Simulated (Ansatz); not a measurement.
**CsI: response to strain**

Aim: deform CsI (zz strain of +1 %) and compute stress, forces and field gradients with LAPW, PAW and all-electron datasets made for the crystal.

Method: DFT LDA, scalar-relativistic, in Ansatz 0.2.0.

**1. The structure to begin with**

Symmetry: Pm-3m, No. 221, cubic system. The conventional cell has a = 4.567 Å, b = 4.567 Å, c = 4.567 Å, α = 90.00°, β = 90.00°, γ = 90.00°. Cs (site symmetry m-3m) is surrounded by 8 I at 3.95 Å. I (site symmetry m-3m) has 8 Cs at 3.95 Å as nearest neighbours.

Coordinates:

```
CELL_PARAMETERS angstrom
4.56670 0.00000 0.00000
0.00000 4.56670 0.00000
0.00000 0.00000 4.56670
ATOMIC_POSITIONS crystal
Cs 0.00000 0.00000 0.00000
I 0.50000 0.50000 0.50000
```

Atoms are numbered in the order of the input: Cs1, I2.

**2. The deformed structure**

Space group Pm-3m before, P4/mmm after.

**3. Full-potential LAPW**

Input file input.yaml:

```yaml
crystal:
  lattice:
    - [4.5667, 0.0, 0.0]
    - [0.0, 4.5667, 0.0]
    - [0.0, 0.0, 4.612367]
  atoms:
    - { symbol: Cs, position: [0.0, 0.0, 0.0] }
    - { symbol: I, position: [0.5, 0.5, 0.5] }
kpoints:
  mp_grid: { grid: [7, 7, 7] }
  band_path:
    path:
      - [0.0, 0.0, 0.0]
      - [0.0, 0.5, 0.0]
      - [0.5, 0.5, 0.0]
      - [0.0, 0.0, 0.0]
      - [0.0, 0.0, 0.5]
      - [0.0, 0.5, 0.5]
      - [0.5, 0.5, 0.5]
      - [0.0, 0.0, 0.5]
      - [0.0, 0.5, 0.0]
    npoints: 5
scf:
  occupations: { method: fermi_dirac, width: 0.01 }
hamiltonian:
  xc: lda
  pseudopotentials: { kind: all_electron, lapw: { basis_error: 0.00025 } }
output:
  forces: true
  stress: true
  eigenvalues: true
```

Command:

```sh
$ ansatz run input.yaml --threads 1 --pin off --max-ram 3072MiB --backend cpu --events-out ev --progress --plain --runs-dir out
```

**4. PAW on the default files**

Input file input.yaml:

```yaml
crystal:
  lattice:
    - [4.5667, 0.0, 0.0]
    - [0.0, 4.5667, 0.0]
    - [0.0, 0.0, 4.612367]
  atoms:
    - { symbol: Cs, position: [0.0, 0.0, 0.0] }
    - { symbol: I, position: [0.5, 0.5, 0.5] }
kpoints:
  mp_grid: { grid: [7, 7, 7] }
scf:
  occupations: { method: fermi_dirac, width: 0.01 }
hamiltonian:
  xc: lda
  pseudopotentials: { kind: paw }
output:
  forces: true
  stress: true
  eigenvalues: true
  efg: { contact_densities: true }
  write_density: true
  write_potential: true
  elf: true
  volumetric_format: npy
```

**5. Datasets made for this crystal**

input.yaml, as its differences from that of step 4:

```diff
@@ -14,3 +14,3 @@
   xc: lda
-  pseudopotentials: { kind: paw }
+  pseudopotentials: { kind: all_electron, datasets: crystal }
 output:
@@ -20,5 +20 @@
   efg: { contact_densities: true }
-  write_density: true
-  write_potential: true
-  elf: true
-  volumetric_format: npy
```

(Steps that only read results are left out.)

**Question.** What will these runs give? Wanted: pressure; largest shear or deviatoric stress.

**Answer**, as computed:

| quantity | value |
| --- | --- |
| pressure | LAPW -1.49, PAW -1.50, crystal datasets -1.49 GPa |
| largest shear or deviatoric stress (LAPW) | 0.11 GPa |

In words: The largest part of the stress beyond the pressure is 0.11 GPa in size, in the zz component; the atoms are carried along and not relaxed. No run of the undeformed cell stands beside it, so the pressure holds what the given cell had before the change. PAW: stress within 0.01 GPa of LAPW. Crystal datasets: stress within 0.01 GPa of LAPW. Spin-orbit coupling is left out, though the cell holds Cs; in elements this heavy it can shift bands and gaps by tenths of an eV.

The gaps are Kohn-Sham values of a semilocal functional, not quasiparticle or optical gaps. Such gaps usually fall short of the measured ones; spin-orbit coupling, left out here, narrows gaps with I, so the two errors partly cancel.
